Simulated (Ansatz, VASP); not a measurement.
# C in VASP and in Ansatz

File INCAR:

```
ALGO = Normal
EDIFF = 1E-6
ENCUT = 520
ISIF = 2
ISMEAR = 0
LASPH = T
LCHARG = F
LREAL = F
LWAVE = F
NBANDS = 11
NELM = 60
PREC = Accurate
SIGMA = 0.05
```

File KPOINTS:

```
k-points
0
Gamma
  12 12 12
```

The input POSCAR:

```
C
1.0
    1.2894276638      0.7444514088      3.4306861104
   -1.2894276638      0.7444514088      3.4306861104
    0.0000000000     -1.4889028176      3.4306861104
C
2
Direct
    0.1640000000      0.1640000000      0.1640000000
    0.8360000000      0.8360000000      0.8360000000
```

Input for Ansatz:

```yaml
crystal:
  lattice:
    - [1.2894276638, 0.7444514088, 3.4306861104]
    - [-1.2894276638, 0.7444514088, 3.4306861104]
    - [0.0, -1.4889028176, 3.4306861104]
  atoms:
    - { symbol: C, position: [0.164, 0.164, 0.164] }
    - { symbol: C, position: [0.836, 0.836, 0.836] }
basis:
  ecutwfc: 420
kpoints:
  mp_grid: { grid: [12, 12, 12] }
hamiltonian:
  xc: lda
scf:
  occupations: { method: gaussian, width: 0.05 }
output:
  forces: true
  stress: true
  eigenvalues: true
  write_density: true
  write_potential: true
  elf: true
  volumetric_format: npy
```

Change from the starting cell: strain +0.050 along x and y, +0.025 along z, atoms carried along.

Alike in both runs: task single point; functional LDA; k mesh 12 × 12 × 12; occupations gaussian, width 0.05 eV; no spin polarisation.

```csv
,VASP,Ansatz
version,VASP 6.6.1,Ansatz 0.2.0
potentials or method,"VASP PAW LDA potentials, release 64 (C)","scalar-relativistic, plane waves, PAW"
plane-wave cutoff (eV),520,420
valence electrons in the cell,8,8
```

VASP gave:

| Item | Value |
| --- | --- |
| gap on the k mesh at the Fermi level (eV) | 0.71 |
| least direct gap on the mesh (eV) | 0.71 |
| pressure (GPa) | -35.3 |
| largest component of the traceless stress (GPa) | 33.99 |
| rms of the force components (eV/Å) | 0.519 |

What did Ansatz give for the same quantities?

gap on the k mesh at the Fermi level (eV): 0.71; least direct gap on the mesh (eV): 0.71; pressure (GPa): -35.9; largest component of the traceless stress (GPa): 34.72; rms of the force components (eV/Å): 0.522.

Atom by atom the forces differ by 0.003 eV/Å (rms over components).

Caveats: the cell as given lies far from equilibrium; so large a pressure means that the cell lies far from this level's equilibrium, or that cutoff or potentials fall short (VASP).
